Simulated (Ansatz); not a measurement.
# Titanium, fcc: HSE06 at the PBE geometry

Aim: see what exact exchange does to the levels, and what it costs. Spin polarisation is left out. The cell comes from an earlier PBE relaxation. Exact exchange is dear, so the k-mesh is coarse, and PBE is run on the same mesh for comparison.

Computed with Ansatz 0.2.0 (DFT, plane waves (420 eV) with PBE-made PAW files, scalar-relativistic; functionals as named at each step, unless a step says otherwise).

## 1. The structure to begin with

The structure is cubic, space group Fm-3m (No. 225). Conventional cell: a = 4.115 Å, b = 4.115 Å, c = 4.115 Å, α = 90.00°, β = 90.00°, γ = 90.00°. Around Ti (site symmetry m-3m) lie 12 Ti at 2.91 Å.

Structure file:

```cif
data_structure
_symmetry_space_group_name_H-M 'Fm-3m'
_symmetry_Int_Tables_number 225
_cell_length_a 4.1154
_cell_length_b 4.1154
_cell_length_c 4.1154
_cell_angle_alpha 90.000
_cell_angle_beta 90.000
_cell_angle_gamma 90.000
_cell_volume 69.70
loop_
_atom_site_label
_atom_site_type_symbol
_atom_site_symmetry_multiplicity
_atom_site_Wyckoff_symbol
_atom_site_fract_x
_atom_site_fract_y
_atom_site_fract_z
_atom_site_occupancy
Ti1 Ti 4 a 0.00000 0.00000 0.00000 1
```

## 2. PBE, coarse mesh

The run with PBE.

Contents of input.yaml:

```yaml
crystal:
  lattice:
    - [0.0, 2.0576788549, 2.0576788549]
    - [2.0576788549, 0.0, 2.0576788549]
    - [2.0576788549, 2.0576788549, 0.0]
  atoms:
    - { symbol: Ti, position: [0.0, 0.0, 0.0] }
hamiltonian:
  xc: pbe
  pseudopotentials:
    kind: paw
    azcp:
      Ti: "pseudopotentials/Ti.paw.azcp"
basis:
  ecutwfc: 420
  fft_grid_basis: typed
kpoints:
  mp_grid: { grid: [7, 7, 7], shift: [0, 0, 0] }
magnetization:
  spin_polarized: false
scf:
  occupations: { method: fermi_dirac, width: 0.1 }
output:
  write_density: true
  write_potential: true
  elf: true
  volumetric_format: npy
```

Command:

```console
$ ansatz run input.yaml --threads 4 --pin off --max-ram 8192MiB --backend cpu --events-out ev --progress --plain --runs-dir out
```

Log:

```text
Warning: RAYON_NUM_THREADS=4 ignored (pool sized by the plan → 4); use --threads N
Engine: ansatz 0.2.0, aarch64-unknown-linux-gnu
Pseudopotentials: kind: paw
Pseudopotential: Ti, paw, valence charge 12, recommended cutoff 420 eV (normal), <dir>
Functional definition: PBE
  parameter kappa = 0.804
  parameter beta = 0.06672455060314922
  exchange = pbe_x(kappa = kappa, mu = beta*pi^2/3)
  correlation = pbe_c(beta = beta)
Crystal: 1 atoms, lattice volume = 17.425 Å³
Basis set: ecut = 420 eV, 331 PW (Γ)
Bands: 10, of which v1, the nominal top of the filled ones, is band 6 counted from 1 (5 counted from 0)
Symmetry: 48 space group operations
Space group: Fm-3m (ITA 225), of the structure as read, at distance tolerance 2.6e-5 Å
k-points: 20 of 343
Non-local potential: Ti, projectors of the file, l = 0: 3, l = 1: 2, l = 2: 3, l = 3: 1
PAW form: soft (Blöchl's): semilocal exchange-correlation on the pseudo side does not see the compensation charge
PAW one-centre angular grid: Ti, 590 points (default); XC on 64 Gauss nodes
Initial density: superposition of atomic densities (neutral atoms: chi_scale 0, normalization atom), corrected by the library's trained network
Initial wavefunctions: pseudopotential atomic-orbital guess
Functional: x = pbe(κ = 0.804, μ = 0.2195149727645171), c = pbe(β = 0.06672455060314922)
SCF iter   1: F=—  HF=-2499.636797 eV  |F-HF|=—  |Δ(HF+E_count)|=         —  Δρ=2.77e-3  dr2=4.64e-4  ethr=1.77e-3  ⟨swp⟩=4.3  Hψ=1036  notcnv=0
preconditioner: auto → none  [metal: Δε(μ)=0.212 eV  Ē_g=4.130 eV  σ=0.100 eV  W_gap=0.41  n_scr=0 (ndim 8)  ℏωp=17.8 eV  f_vac=0.000  D(μ)=1.88/eV (n_scr^D=26)]
SCF iter   2: F=—  HF=-2499.636781 eV  |F-HF|=—  |Δ(HF+E_count)|=   1.62e-5  Δρ=1.38e-3  dr2=8.77e-5  ethr=3.87e-6  ⟨swp⟩=1.4  Hψ=388  notcnv=0
SCF iter   3: F=—  HF=-2499.636893 eV  |F-HF|=—  |Δ(HF+E_count)|=   1.12e-4  Δρ=3.80e-4  dr2=1.80e-5  ethr=7.31e-7  ⟨swp⟩=2.6  Hψ=287  notcnv=0
SCF iter   4: F=—  HF=-2499.636891 eV  |F-HF|=—  |Δ(HF+E_count)|=   2.04e-6  Δρ=5.07e-5  dr2=3.76e-7  ethr=1.50e-7  ⟨swp⟩=2.5  Hψ=327  notcnv=0
iter 5 did not close the SCF: its close was put off for the readings that it lacked (scf_convergence_deferred on its scf_iter line)
SCF iter   5: F=-2499.636891 eV  HF=-2499.636891 eV  |F-HF|=3.93e-8  |Δ(HF+E_count)|=   2.35e-8  Δρ=1.64e-5  dr2=4.96e-8  ethr=3.14e-9  ⟨swp⟩=2.8  Hψ=341  notcnv=0
SCF iter   6: F=-2499.636891 eV  HF=-2499.636891 eV  |F-HF|=7.21e-9  |Δ(HF+E_count)|=   1.18e-8  Δρ=7.00e-6  dr2=9.26e-9  ethr=4.13e-10  ⟨swp⟩=1.0  Hψ=505  notcnv=0
SCF 1 converged in 6 iterations: F = -2499.636891 eV  dr2 = 9.26e-9
SCF converged after 6 iterations
Free energy (F): -2499.636891 eV
Harris-Foulkes:  -2499.636891 eV  (|F-HF|=7.21e-9)
Internal energy: -2499.577313 eV  (E = F + TS)
E sigma→0 (E₀):  -2499.607102 eV
Entropy (-TS):   -0.059578 eV (-59.578 meV/atom)
Fermi energy:    13.191916 eV
--- Per-component energies (eV) ---
  E_band       = -157.757796
  E_kinetic    = 272.432491
  E_local      = -814.598566  (includes V_loc(G=0)·N_el)
  E_nonlocal   = 8.146483
  E_hartree    = 334.525230
  E_xc         = -97.414466
  E_vxc        = -121.867316  (∫ρ·V_xc dr)
  E_paw        = -1047.612748  (= ΣΔE_a)
  E_vpaw       = -170.924925  (= ΣTr[D̂ρ^β])
  E_aug_tail   = 0.000105  (compensation charges beyond the density's cutoff)
  E_ewald      = -1155.055843
  E_smearing   = -0.059578  (= −TS)
  E_closure    = 0.000000  (closes the sum)
  Σ components = -2499.636891   (vs F -2499.636891, Δ=0.00e0)
--- Band table (eV; the first three rows and the last of 20) ---
  k-point 0: bands = ["-43.4570", "-19.3351", "-19.3351", "-19.3351", "7.1486", "14.0897", "14.0897", "14.0897", "15.7193", "15.7193"]
  k-point 1: bands = ["-43.4343", "-19.4640", "-19.3513", "-19.3513", "7.7866", "13.7290", "14.2842", "14.2842", "15.6184", "15.6184"]
  k-point 2: bands = ["-43.3829", "-19.7468", "-19.3875", "-19.3875", "9.3545", "13.2096", "14.2923", "14.2923", "15.9554", "15.9554"]
  k-point 19: bands = ["-43.2986", "-19.7906", "-19.7508", "-19.5439", "11.7689", "12.3886", "13.2049", "15.4243", "16.8175", "20.8913"]
```

Run time: 0.27 s. Hardware: 4 threads of Arm Neoverse V1, shared host; peak memory 0.25 GiB.

Axes a, b and c in the maps are those of this run's conventional cell (a, b, c = 4.115, 4.115, 4.115 Å).

Density in a lattice plane of the grid's cell (edges 4.12 and 4.12 Å, at 0.000 of the third edge), which holds Ti.

Ten even steps from ' ' (0.16 e/Å³) to '@' (10.23 e/Å³):
```
@@%%**==..                              ..==**%%
****==::..                              ..::==**
--::..                                      ..::
                                                
                                                
                                                
                    ..::--::..                  
                ..::==******==::..              
                ..==**%%@@%%**==..              
                ::==##@@@@@@##==::              
                ..==**%%@@%%**==..              
                ..::==******==::..              
                    ..::--::..                  
                                                
                                                
                                                
--::..                                      ..::
****==::..                              ..::==**
@@%%**==..                              ..==**%%
@@@@##==::                              ::==##@@
```
Columns run along the first of these edges and rows up along the second, over one cell in 24 and 20 even steps from the bottom left corner. Atoms in the plane (fractional): Ti at (0.00, 0.00), Ti at (0.50, 0.50).

ELF in the same plane.

Ten even steps from '0' (0.00) to '9' (0.74):
```
136863124689998642136863
678752124678887642125787
777531234555555543213577
443212233322222333221234
111122322111111122322111
222333221234443212233322
555543213577777531234555
887642125787678752124678
998642136863136863124689
998642136750005763124689
998642136863136863124689
887642125787678752124678
555543213577777531234555
222333221234443212233322
111122322111111122322111
443212233322222333221234
777531234555555543213577
678752124678887642125787
136863124689998642136863
005763124689998642136750
```
Columns run along the first of these edges and rows up along the second, over one cell in 24 and 20 even steps from the bottom left corner. Atoms in the plane (fractional): Ti at (0.00, 0.00), Ti at (0.50, 0.50).

Both are smooth fields of the valence electrons: close to the nuclei they are not physical.

Maxima of ELF outside the ion cores: 0.74 between the atoms, 2.1 Å from Ti.

## 3. HSE06, coarse mesh

The run with HSE06.

input.yaml, as its differences from that of step 2:

```diff
@@ -8,3 +8,3 @@
 hamiltonian:
-  xc: pbe
+  xc: hse06
   pseudopotentials:
@@ -22,6 +22 @@
   occupations: { method: fermi_dirac, width: 0.1 }
-output:
-  write_density: true
-  write_potential: true
-  elf: true
-  volumetric_format: npy
```

Command:

```console
$ ansatz run input.yaml --threads 4 --pin off --max-ram 8192MiB --backend cpu --events-out ev --progress --plain --runs-dir out
```

Log:

```text
Warning: RAYON_NUM_THREADS=4 ignored (pool sized by the plan → 4); use --threads N
Engine: ansatz 0.2.0, aarch64-unknown-linux-gnu
Pseudopotentials: kind: paw
Pseudopotential: Ti, paw, valence charge 12, recommended cutoff 420 eV (normal), <dir>
Functional definition: HSE06
  parameter a = 0.25
  parameter omega = 0.11/bohr
  exchange = pbe_x - a*pbe_x_sr(omega) + a*exact_x_sr(omega)
  correlation = pbe_c
Crystal: 1 atoms, lattice volume = 17.425 Å³
Basis set: ecut = 420 eV, 331 PW (Γ)
Bands: 10, of which v1, the nominal top of the filled ones, is band 6 counted from 1 (5 counted from 0)
Symmetry: 48 space group operations
Space group: Fm-3m (ITA 225), of the structure as read, at distance tolerance 2.6e-5 Å
k-points: 20 of 343
Non-local potential: Ti, projectors of the file, l = 0: 3, l = 1: 2, l = 2: 3, l = 3: 1
PAW form: soft (Blöchl's): semilocal exchange-correlation on the pseudo side does not see the compensation charge
PAW frozen core: Ti, regenerated for the run's functional, and the local potential with it (the file was generated under x = pbe(κ = 0.804, μ = 0.2195149727645171), c = pbe(β = 0.06672455060314922))
PAW one-centre angular grid: Ti, 590 points (default); XC on 64 Gauss nodes
Initial density: superposition of atomic densities (neutral atoms: chi_scale 0, normalization atom), corrected by the library's trained network
Initial wavefunctions: pseudopotential atomic-orbital guess
Functional: x = pbe(κ = 0.804, μ = 0.2195149727645171), c = pbe(β = 0.06672455060314922), warm-up for x = pbe(κ = 0.804, μ = 0.2195149727645171) + 0.25 (exact − pbe) at short range (hse, ω = 0.20786987370883472 Å⁻¹), c = pbe(β = 0.06672455060314922); HSE06 as pw.x's `hse` composes it (authors' and Libxc's form: `xc: wpbeh`)
SCF iter   1: F=—  HF=-2499.637876 eV  |F-HF|=—  |Δ(HF+E_count)|=         —  Δρ=3.00e-3  dr2=7.02e-4  ethr=1.77e-3  ⟨swp⟩=4.7  Hψ=725  notcnv=0
preconditioner: auto → none  [metal: Δε(μ)=0.212 eV  Ē_g=4.134 eV  σ=0.100 eV  W_gap=0.41  n_scr=0 (ndim 8)  ℏωp=17.8 eV  f_vac=0.000  D(μ)=1.88/eV (n_scr^D=26)]
SCF iter   2: F=—  HF=-2499.638203 eV  |F-HF|=—  |Δ(HF+E_count)|=   3.27e-4  Δρ=1.43e-3  dr2=1.05e-4  ethr=5.85e-6  ⟨swp⟩=3.4  Hψ=475  notcnv=0
SCF iter   3: F=—  HF=-2499.638279 eV  |F-HF|=—  |Δ(HF+E_count)|=   7.65e-5  Δρ=6.37e-4  dr2=2.06e-5  ethr=8.71e-7  ⟨swp⟩=3.1  Hψ=380  notcnv=0
iter 4 solved again at ethr=1.22e-9 eV; its pass at ethr=1.72e-7 eV (dr2=1.46e-7 eV) is discarded
SCF iter   4: F=—  HF=-2499.638303 eV  |F-HF|=—  |Δ(HF+E_count)|=   2.37e-5  Δρ=3.76e-5  dr2=1.27e-7  ethr=1.22e-9  ⟨swp⟩=4.0  Hψ=862  notcnv=0
eigensolver tolerance schedule: the retry pair's looser diagonalisation over-reported the residual by 0.15 of it (diagonalisation noise at 0.15 of the residual, at the tolerance the schedule requests for it); recorded, not acted on — ethr = c·dr2/N_el stays at c = 1.0e-1
SCF iter   5: F=—  HF=-2499.638303 eV  |F-HF|=—  |Δ(HF+E_count)|=   4.27e-8  Δρ=9.77e-6  dr2=1.57e-8  ethr=1.06e-9  ⟨swp⟩=4.0  Hψ=486  notcnv=0
SCF iter   6: F=-2499.638303 eV  HF=-2499.638303 eV  |F-HF|=1.82e-10  |Δ(HF+E_count)|=   5.06e-9  Δρ=1.18e-6  dr2=2.17e-10  ethr=1.30e-10  ⟨swp⟩=3.5  Hψ=389  notcnv=0
SCF 1 converged in 6 iterations: F = -2499.638303 eV  dr2 = 2.17e-10
Initial density: handed on by an earlier stage of this run
Initial wavefunctions: those handed on with the density
Functional: x = pbe(κ = 0.804, μ = 0.2195149727645171) + 0.25 (exact − pbe) at short range (hse, ω = 0.20786987370883472 Å⁻¹), c = pbe(β = 0.06672455060314922); HSE06 as pw.x's `hse` composes it (authors' and Libxc's form: `xc: wpbeh`)
Exchange kernel: α = 0.2500, screened, ω = 0.2079 Å⁻¹, Wigner–Seitz truncation, v(0) = 1044.5545 eV·Å³, q-mesh 7×7×7, nearest image of the exchange supercell L = 20.37 Å, pair-density grid 12×12×12, without the augmentation charges, whose exchange is taken in its separable form by FFT convolution over the k-point mesh (sized by the pseudopotential files, 16×16×16 at the most), smooth part of the exact exchange by density-matrix convolution
Frozen-core exchange: fock
iter 1 solved again at ethr=7.30e-4 eV; its pass at ethr=1.00e-1 eV (dr2=8.76e-2 eV) is discarded
SCF iter   1: F=—  HF=-2498.930819 eV  |F-HF|=—  |Δ(HF+E_count)|=         —  Δρ=2.80e-2  dr2=1.58e-1  ethr=7.30e-4  ⟨swp⟩=4.0  Hψ=990  notcnv=0
eigensolver tolerance schedule calibrated: the retry pair's looser diagonalisation under-reported the residual by θ = 0.39 (0.18/decade); ethr = c·dr2/N_el runs at the constant in force after the calibration composes with the one it found (an armed cap, an earlier calibration), c = 3.0e-2
preconditioner: auto → none  [metal: Δε(μ)=0.172 eV  Ē_g=5.357 eV  σ=0.100 eV  W_gap=0.37  n_scr=0 (ndim 8)  ℏωp=17.8 eV  f_vac=0.000  D(μ)=1.21/eV (n_scr^D=14)]
SCF iter   2: F=—  HF=-2498.876205 eV  |F-HF|=—  |Δ(HF+E_count)|=   5.46e-2  Δρ=6.57e-3  dr2=7.65e-3  ethr=3.58e-4  ⟨swp⟩=4.0  Hψ=645  notcnv=0
SCF iter   3: F=—  HF=-2498.893795 eV  |F-HF|=—  |Δ(HF+E_count)|=   1.76e-2  Δρ=4.55e-3  dr2=4.03e-3  ethr=1.02e-5  ⟨swp⟩=4.5  Hψ=579  notcnv=0
SCF iter   4: F=—  HF=-2498.892696 eV  |F-HF|=—  |Δ(HF+E_count)|=   1.10e-3  Δρ=1.65e-3  dr2=5.73e-4  ethr=8.51e-6  ⟨swp⟩=4.0  Hψ=451  notcnv=0
SCF iter   5: F=—  HF=-2498.894292 eV  |F-HF|=—  |Δ(HF+E_count)|=   1.60e-3  Δρ=1.32e-3  dr2=3.82e-4  ethr=4.61e-7  ⟨swp⟩=4.5  Hψ=539  notcnv=0
SCF iter   6: F=-2498.894174 eV  HF=-2498.894174 eV  |F-HF|=2.92e-8  |Δ(HF+E_count)|=   1.18e-4  Δρ=3.12e-5  dr2=1.82e-5  ethr=4.61e-7  ⟨swp⟩=4.0  Hψ=508  notcnv=0
SCF 2 stopped early in 6 iterations: F = -2498.894174 eV  dr2 = 1.82e-5
hybrid outer 1: dexx = +2.449e-2 eV, tail = 8.50e-5 eV
Exchange kernel: α = 0.2500, screened, ω = 0.2079 Å⁻¹, Wigner–Seitz truncation, v(0) = 1044.5545 eV·Å³, q-mesh 7×7×7, nearest image of the exchange supercell L = 20.37 Å, pair-density grid 12×12×12, without the augmentation charges, whose exchange is taken in its separable form by FFT convolution over the k-point mesh (sized by the pseudopotential files, 16×16×16 at the most), smooth part of the exact exchange by density-matrix convolution
Frozen-core exchange: fock
SCF iter   1: F=—  HF=-2498.893632 eV  |F-HF|=—  |Δ(HF+E_count)|=         —  Δρ=2.65e-4  dr2=1.51e-5  ethr=3.54e-6  ⟨swp⟩=3.0  Hψ=464  notcnv=0
preconditioner: auto → none  [metal: Δε(μ)=0.060 eV  Ē_g=5.165 eV  σ=0.100 eV  W_gap=0.15  n_scr=0 (ndim 8)  ℏωp=17.8 eV  f_vac=0.000  D(μ)=1.17/eV (n_scr^D=14)]
iter 2 solved again at ethr=1.00e-9 eV; its pass at ethr=9.09e-8 eV (dr2=1.20e-7 eV) is discarded
SCF iter   2: F=—  HF=-2498.893629 eV  |F-HF|=—  |Δ(HF+E_count)|=   3.78e-6  Δρ=4.06e-5  dr2=1.01e-6  ethr=1.00e-9  ⟨swp⟩=3.7  Hψ=883  notcnv=0
eigensolver tolerance schedule: the retry pair's looser diagonalisation over-reported the residual by 0.17 of it (diagonalisation noise at 0.17 of the residual, at the tolerance the schedule requests for it); recorded, not acted on — ethr = c·dr2/N_el stays at c = 1.0e-1
SCF iter   3: F=—  HF=-2498.893632 eV  |F-HF|=—  |Δ(HF+E_count)|=   3.49e-6  Δρ=3.60e-5  dr2=2.08e-7  ethr=8.56e-10  ⟨swp⟩=4.0  Hψ=495  notcnv=0
SCF iter   4: F=-2498.893632 eV  HF=-2498.893632 eV  |F-HF|=1.76e-9  |Δ(HF+E_count)|=   1.24e-7  Δρ=7.84e-6  dr2=6.47e-9  ethr=8.56e-10  ⟨swp⟩=4.0  Hψ=439  notcnv=0
SCF 3 converged in 4 iterations: F = -2498.893632 eV  dr2 = 6.47e-9
hybrid outer 2: dexx = +4.882e-6 eV, tail = 4.00e-8 eV, Δε = 9.89e-3 eV (about 2.64e-4 eV left of the loop's levels)
hybrid SCF converged: 2 outer / 10 inner (+6 warm-up), last move |dexx| = 4.88e-6 eV, tail = 4.00e-8 eV
Stability not checked: this state was not tested for a lower state beside it, because the functional holds exact exchange (a hybrid, or Hartree-Fock), whose exchange loop this test does not read (fock_operator; see scf.lower_state_search)
Free energy (F): -2498.893633 eV
Frozen-core exchange: fock
Harris-Foulkes:  -2498.893633 eV  (|F-HF|=1.76e-9)
Internal energy: -2498.854838 eV  (E = F + TS)
E sigma→0 (E₀):  -2498.874235 eV
Entropy (-TS):   -0.038795 eV (-38.795 meV/atom)
Fermi energy:    13.204967 eV
--- Per-component energies (eV) ---
  E_band       = -188.719871
  E_kinetic    = 271.623043
  E_local      = -804.242198  (includes V_loc(G=0)·N_el)
  E_nonlocal   = 4.896954
  E_hartree    = 327.365023
  E_xc         = -78.867263
  E_vxc        = -97.687098  (∫ρ·V_xc dr)
  E_exx        = -39.050795  (= α·E_x^exact, valence–valence)
  E_paw        = -1025.351923  (= ΣΔE_a)
  E_vpaw       = -139.940022  (= ΣTr[D̂ρ^β])
  E_aug_tail   = 0.000103  (compensation charges beyond the density's cutoff)
  E_ewald      = -1155.055843
  E_core_change = -0.171938  (= ΣΔE_core)
  E_smearing   = -0.038795  (= −TS)
  E_closure    = 0.000000  (closes the sum)
  Σ components = -2498.893633   (vs F -2498.893633, Δ=-4.55e-13)
--- Band table (eV; the first three rows and the last of 20) ---
  k-point 0: bands = ["-48.3830", "-22.5856", "-22.5856", "-22.5856", "5.9494", "14.6029", "14.6029", "14.6029"]
  k-point 1: bands = ["-48.3586", "-22.7259", "-22.6015", "-22.6015", "6.6715", "14.0589", "14.8188", "14.8188"]
  k-point 2: bands = ["-48.3032", "-23.0337", "-22.6368", "-22.6368", "8.4701", "13.1626", "14.9165", "14.9165"]
  k-point 19: bands = ["-48.2131", "-23.0692", "-23.0253", "-22.7966", "11.5390", "12.1630", "13.1228", "16.2275"]
  guard bands above this table: 2 of the run's 10 bands. The solve was not asked for them (output.publish_guard_bands: true or output.eigenvalues: true publishes all)
```

Wall time 3.1 s (4 threads of Arm Neoverse V1, shared host); peak memory 0.7 GiB.

## 4. Side by side

| functional | gap on the mesh | Fermi energy (eV) | SCF cycles | exchange loops | CPU time |
| --- | --- | --- | --- | --- | --- |
| PBE | none (levels filled in part) | 13.192 | 6 | - | 0.58 s |
| HSE06 | none (levels filled in part) | 13.205 | 16 | 2 | 9.4 s |

## 5. Outcome

| quantity | value |
| --- | --- |
| PBE: gap | none (levels filled in part) |
| HSE06: gap | none (levels filled in part) |
| HSE06: SCF cycles, exchange loops | 16, 2 |
| HSE06: CPU time over that of PBE | 16 |
| HSE06: relative to hcp | +98 meV/atom |

What this shows: Neither PBE nor HSE06 shows a clean gap on this mesh. The hybrid took 16 times as much CPU time as PBE on the same settings. HSE06 needed 2 outer loops of the exchange operator. The dense-mesh value adds -1.7 meV/atom, the change that PBE shows between the coarse mesh and its own dense run (not shown). Under HSE06 it lies 98 meV/atom above hcp (computed apart in the same way); on such meshes a few tens of meV are uncertain for metals. The total energies in the logs cannot be compared from one functional to another.
